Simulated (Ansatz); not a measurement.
System: YN (rock salt type), 2 atoms in the cell.

The calculation used PBE, all-electron LAPW, point nucleus in Ansatz.

k-mesh 8×8×8 Γ-centred; Fermi–Dirac smearing of 0.1 eV; no spin polarisation.

```
Y N
1.0
     0.00000    2.46000    2.46000
     2.46000    0.00000    2.46000
     2.46000    2.46000    0.00000
Y N
1 1
Direct
  0.00000 0.00000 0.00000
  0.50000 0.50000 0.50000
```

(1) Is the cell under compression or tension, and by how much?

Results:

(1) The pressure is -1.31 GPa, so at these settings the cell is stretched and would shrink.

The k-mesh is modest, so these values aren't fully converged in k.
